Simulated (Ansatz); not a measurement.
Li3N (P6/mmm), relaxed with HSE06 (Ansatz, a quantum-chemistry and plane-wave program, plane waves, PAW): a = 3.595 Å, b = 3.595 Å, c = 3.840 Å, α = 90.00°, β = 90.00°, γ = 120.00°.

- gap (eV) = 2.04
- B₀ by P(V) fit (GPa) = 58.5

**Question.** The same phase is relaxed and computed with PBEsol in the same code. What are the cell and these values now?

**Answer.** a = b = 3.6071 Å, c = 3.8446 Å, α = β = 90.00°, γ = 120.00°.

- gap (eV): 1.09
- B₀ by P(V) fit (GPa): 54.6

Unstable at this level: Li3N, P6/mmm (Li on 1b, Li on 2c, N on 1a) with PBEsol. All cells were relaxed under the symmetry of their starts (and spin orders); stability against distortions was not tested throughout.

Potentials: the later of the program's two PAW sets.

Ansatz is a plane-wave DFT program.
